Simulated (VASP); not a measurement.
# CoSi (Pm-3m) in VASP: notebook

Runs on CoSi. Level: PBEsol. Tasks: single point.

Everything below comes from runs of VASP 6.6.1. Logs are shortened: lines on timing, memory, paths and dates and some standing lists are left out, and cuts for length are marked.

## (1) The crystal as given

Symmetry: Pm-3m, No. 221, cubic system. Conventional cell: a = 2.781 Å, b = 2.781 Å, c = 2.781 Å, α = 90.00°, β = 90.00°, γ = 90.00°. Co (site symmetry m-3m) has 8 Si at 2.41 Å as nearest neighbours. Around Si (site symmetry m-3m) lie 8 Co at 2.41 Å.

Measurements of this composition are mostly on another form, of space group No. 198.

## (2) Single point, PBEsol, collinear spin, ferromagnetic start

INCAR reads:

```
ADDGRID = False
ALGO = Normal
EDIFF = 1E-7
ENCUT = 400
GGA = PS
ISIF = 2
ISMEAR = 1
ISPIN = 2
LASPH = True
LCHARG = False
LMAXMIX = 4
LORBIT = 11
LREAL = False
LWAVE = False
MAGMOM = 2 0
NELM = 100
PREC = Accurate
SIGMA = 0.15
```

KPOINTS reads:

```
k-points
0
Gamma
  12 12 12
```

POSCAR reads:

```
CoSi
1.0
    2.7813340000      0.0000000000      0.0000000000
    0.0000000000      2.7813340000      0.0000000000
    0.0000000000      0.0000000000      2.7813340000
Co Si
1 1
Direct
    0.0000000000      0.0000000000      0.0000000000
    0.5000000000      0.5000000000      0.5000000000
```

Potentials or basis: VASP PAW PBE potentials, release 64 (Co, Si).

Started as:

```
$ cat potpaw_PBE.64/Co/POTCAR potpaw_PBE.64/Si/POTCAR > POTCAR
$ mpirun -np 1 vasp_std > vasp.out
```

OUTCAR:

```text
EDIFF = 1E-7
   ENCUT = 400
   GGA = PS
   ISIF = 2
   ISMEAR = 1
   ISPIN = 2
   LASPH = True
   LORBIT = 11
   LREAL = False
   NELM = 100
   PREC = Accurate

 Found     84 irreducible k-points:

 Following reciprocal coordinates:
            Coordinates               Weight
  0.000000  0.000000  0.000000      1.000000
  0.083333  0.000000  0.000000      6.000000
  0.166667  0.000000  0.000000      6.000000
  0.250000  0.000000  0.000000      6.000000
  0.333333  0.000000  0.000000      6.000000
  0.416667  0.000000  0.000000      6.000000
   k-points           NKPTS =     84   k-points in BZ     NKDIM =     84   number of bands    NBANDS=     11
   number of dos      NEDOS =    301   number of ions     NIONS =      2
   total plane-waves  NPLWV =   5832
   dimension x,y,z NGX =    18 NGY =   18 NGZ =   18
   dimension x,y,z NGXF=    36 NGYF=   36 NGZF=   36
   ions per type =               1   1
   NGX,Y,Z   is equivalent  to a cutoff of  10.76, 10.76, 10.76 a.u.
   NGXF,Y,Z  is equivalent  to a cutoff of  21.52, 21.52, 21.52 a.u.
 SYSTEM =  unknown system
   PREC   = accura    normal or accurate (medium, high low for compatibility)
   ISTART =      0    job   : 0-new  1-cont  2-samecut
   ICHARG =      2    charge: 1-file 2-atom 10-const
   ISPIN  =      2    spin polarized calculation?
   LNONCOLLINEAR =      F non collinear calculations
   LSORBIT =      F    spin-orbit coupling
   LASPH  =      T    aspherical Exc in radial PAW
   ENCUT  =  400.0 eV  29.40 Ry    5.42 a.u.   4.54  4.54  4.54*2*pi/ulx,y,z
   NELM   =    100;   NELMIN=  2; NELMDL= -5     # of ELM steps
   EDIFF  = 0.1E-06   stopping-criterion for ELM
   LREAL  =      F    real-space projection
   EDIFFG = 0.1E-05   stopping-criterion for IOM
   NSW    =      0    number of steps for IOM
   IBRION =     -1    ionic relax: 0-MD 1-quasi-New 2-CG
   NFREE  =      0    steps in history (QN), initial steepest desc. (CG)
   ISIF   =      2    stress and relaxation
   ISYM   =      2    0-nonsym 1-usesym 2-fastsym
   POTIM  = 0.5000    time-step for ionic-motion
   TEBEG  =    0.0;   TEEND  =   0.0 temperature during run
   PSTRESS=    0.0 pullay stress
   NELECT =      13.0000    total number of electrons
   NUPDOWN=      -1.0000    fix difference up-down
   EMIN   =  10.00;   EMAX   =-10.00  energy-range for DOS
   EFERMI =   0.00;   METHOD = LEGACY
   ISMEAR =     1;   SIGMA  =   0.15  broadening in eV -4-tet -1-fermi 0-gaus
   EFERMI_NEDOS =   21; number of points for ismear=-14 and -15
   IALGO  =     38    algorithm
   IMIX   =      4    mixing-type and parameters
     AMIX     =   0.40;   BMIX     =  1.00
     AMIX_MAG =   1.60;   BMIX_MAG =  1.00
  volume/ion in A,a.u.               =      10.76        72.60
  Fermi-wavevector in a.u.,A,eV,Ry     =   1.384000  2.615381 26.061367  1.915456
  Thomas-Fermi vector in A             =   2.508545
   LORBIT       =     11    0 simple, 1 ext, 2 COOP (PROOUT), +10 PAW based schemes
   GGA     = PS    functional components
   LHFCALC =     F    Hartree Fock is set to
   AEXX    =    0.0000 exact exchange contribution
   IVDW    =     0    specifies the selected vdW correction
   LEPSILON=     F    determine dielectric tensor
   LRPA    =     F    only Hartree local field effects (RPA)
 spin polarized calculation
 Methfessel and Paxton  Order N= 1 SIGMA  =   0.15
  energy-cutoff  :      400.00
[... 28 lines left out ...]
      3       8.6169      1.00000
      4      11.1733      1.00000
      5      11.1733      1.00000
      6      11.1733      1.00000
      7      15.7073     -0.00000
      8      15.7073     -0.00000
      9      15.7073     -0.00000
     10      20.1947      0.00000
     11      20.1947      0.00000
[... 57 lines left out ...]
 k-point     6 :       0.4167    0.0000    0.0000
  band No.  band energies     occupation
      1       1.5915      1.00000
      2       4.7820      1.00000
      3       9.2986      1.00000
      4       9.9836      1.00000
      5       9.9836      1.00000
      6      11.3123      1.00000
      7      12.0250      1.00000
      8      19.4687      0.00000
      9      19.8396      0.00000
     10      19.8396      0.00000
     11      23.2439      0.00000

 [... further k-points ...]

 spin component 2

 k-point     1 :       0.0000    0.0000    0.0000
  band No.  band energies     occupation
      1      -1.5058      1.00000
      2       9.1453      1.00000
      3       9.1454      1.00000
      4      11.5427      1.00000
      5      11.5427      1.00000
      6      11.5427      1.00000
      7      15.7310     -0.00000
      8      15.7310     -0.00000
      9      15.7310     -0.00000
     10      20.4403      0.00000
     11      20.4403      0.00000
[... 57 lines left out ...]
 k-point     6 :       0.4167    0.0000    0.0000
  band No.  band energies     occupation
      1       1.6129      1.00000
      2       4.8546      1.00000
      3       9.9177      1.00000
      4      10.2860      1.00000
      5      10.2860      1.00000
      6      11.6887      1.00000
      7      12.7500      0.45276
      8      19.4896      0.00000
      9      19.9230      0.00000
     10      19.9230      0.00000
     11      23.3000      0.00000

 [... further k-points ...]

------------------------ aborting loop because EDIFF is reached ----------------------------------------

  FORCE on cell =-STRESS in cart. coord.  units (eV):
  Direction    XX          YY          ZZ          XY          YZ          ZX
  --------------------------------------------------------------------------------------
  -------------------------------------------------------------------------------------
  Total       -0.9504421     -0.9504421     -0.9504421     -0.0000000      0.0000000     -0.0000000
  in kB      -70.7745006    -70.7745006    -70.7745006     -0.0000000      0.0000000     -0.0000000
  external PRESSURE =     -70.7745006 kB  Pullay stress =       0.0000000 kB

 VOLUME and BASIS-vectors are now :
 -----------------------------------------------------------------------------
  energy-cutoff  :      400.00
  volume of cell :       21.52
      direct lattice vectors                 reciprocal lattice vectors
     2.781334000  0.000000000  0.000000000     0.359539703  0.000000000  0.000000000
     0.000000000  2.781334000  0.000000000     0.000000000  0.359539703  0.000000000
     0.000000000  0.000000000  2.781334000     0.000000000  0.000000000  0.359539703

 POSITION                                       TOTAL-FORCE (eV/Angst)
 -----------------------------------------------------------------------------------
      0.00000      0.00000      0.00000         0.000000      0.000000      0.000000
      1.39067      1.39067      1.39067         0.000000      0.000000      0.000000
 -----------------------------------------------------------------------------------
    total drift:                                0.000000     -0.000000      0.000000

  FREE ENERGIE OF THE ION-ELECTRON SYSTEM (eV)
  ---------------------------------------------------
  free  energy   TOTEN  =       -14.5342109491 eV

  energy  without entropy=      -14.5301803573  energy(sigma->0) =      -14.53286742

 total charge

# of ion       s       p       d       tot
------------------------------------------
    1        0.441   0.593   7.582   8.616
    2        0.706   0.862   0.000   1.568
--------------------------------------------------
tot          1.148   1.455   7.582  10.184

 magnetization (x)

# of ion       s       p       d       tot
------------------------------------------
    1        0.007   0.002   0.511   0.521
    2        0.002   0.011   0.000   0.013
--------------------------------------------------
tot          0.010   0.013   0.511   0.534
```

OSZICAR:

```text
N       E                     dE             d eps       ncg     rms          rms(c)
DAV:   1     0.362932653659E+02    0.36293E+02   -0.47862E+03  3800   0.993E+02
DAV:   2    -0.145039604606E+02   -0.50797E+02   -0.47047E+02  3763   0.191E+02
DAV:   3    -0.160823147493E+02   -0.15784E+01   -0.15453E+01  4443   0.403E+01
DAV:   4    -0.161090090321E+02   -0.26694E-01   -0.26674E-01  4349   0.484E+00
DAV:   5    -0.161097141523E+02   -0.70512E-03   -0.70507E-03  4371   0.806E-01    0.158E+01
DAV:   6    -0.190939636586E+02   -0.29842E+01   -0.54323E+01  4220   0.126E+02    0.180E+01
DAV:   7    -0.145481281603E+02    0.45458E+01   -0.25396E+01  4411   0.847E+01    0.266E+00
DAV:   8    -0.145518498274E+02   -0.37217E-02   -0.52163E-01  4274   0.617E+00    0.153E+00
DAV:   9    -0.145353197700E+02    0.16530E-01   -0.45759E-02  4630   0.339E+00    0.596E-01
DAV:  10    -0.145344642183E+02    0.85555E-03   -0.89259E-04  4708   0.305E-01    0.203E-01
DAV:  11    -0.145342288863E+02    0.23533E-03   -0.46799E-04  4370   0.273E-01    0.112E-01
DAV:  12    -0.145342215548E+02    0.73314E-05   -0.18190E-04  4765   0.190E-01    0.408E-02
DAV:  13    -0.145342123093E+02    0.92455E-05   -0.44942E-06  4127   0.204E-02    0.115E-02
DAV:  14    -0.145342116699E+02    0.63933E-06   -0.69800E-07  4160   0.120E-02    0.634E-03
DAV:  15    -0.145342109652E+02    0.70474E-06   -0.16154E-06  4860   0.151E-02    0.926E-04
DAV:  16    -0.145342109491E+02    0.16148E-07   -0.45277E-08  2085   0.232E-03
   1 F= -.14534211E+02 E0= -.14532867E+02  d E =-.403059E-02  mag=     0.5246
```

Wall time 11 s (1 thread of Intel Xeon 6975P-C (Granite Rapids), shared host); peak memory 0.14 GiB.

The run converged, but some of its settings lie outside the range that counts as converged, so its numbers aren't taken as properties of the crystal.

What came out:

- Free energy: -14.5342 eV
- Pressure: -7.1 GPa
- Band gap on the k mesh: none (metal or under the smearing width)
- Net moment: 0.52 μB per cell
- Site moments: Co +0.52; Si +0.01 μB
- Valence electrons inside the program's atomic spheres: Co 8.62; Si 1.57

Caveat: the PAW data sets were made with another functional, which shifts forces and pressure a little.

## (3) Single point, PBEsol, collinear spin, ferromagnetic start

Edit INCAR of step 2 so:

```diff
@@ -3,3 +3,3 @@
 EDIFF = 1E-7
-ENCUT = 400
+ENCUT = 450
 GGA = PS
```

KPOINTS is that of step 2.

POSCAR is that of step 2.

Potentials or basis: VASP PAW PBE potentials, release 64 (Co, Si).

Started as:

```
$ cat potpaw_PBE.64/Co/POTCAR potpaw_PBE.64/Si/POTCAR > POTCAR
$ mpirun -np 1 vasp_std > vasp.out
```

Run time: 13 s. Hardware: 1 thread of Intel Xeon 6975P-C (Granite Rapids), shared host; peak memory 0.15 GiB.

The run converged, but some of its settings lie outside the range that counts as converged, so its numbers aren't taken as properties of the crystal.

What came out:

* Free energy: -14.5331 eV
* Pressure: -6.9 GPa
* Band gap on the k mesh: none (metal or under the smearing width)
* Net moment: 0.52 μB per cell
* Site moments: Co +0.52; Si +0.01 μB
* Valence electrons inside the program's atomic spheres: Co 8.62; Si 1.57

Caveat: the PAW data sets were made with another functional, which shifts forces and pressure a little.

## (4) The reference run

An earlier run on the cell as given: functional PBE; potentials or basis VASP PAW PBE potentials, release 64 (Co, Si); cutoff 520 eV; k mesh 10 × 10 × 10; occupations fermi-dirac, width 0.05 eV; collinear spin, ferromagnetic start; starting moments [2.0, 0.0] μB.

- Pressure: 0.6 GPa
- Band gap on the k mesh: none (metal or under the smearing width)
- Net moment: 0.54 μB per cell
- Site moments: Co +0.54; Si +0.01 μB
- Valence electrons inside the program's atomic spheres: Co 8.61; Si 1.57
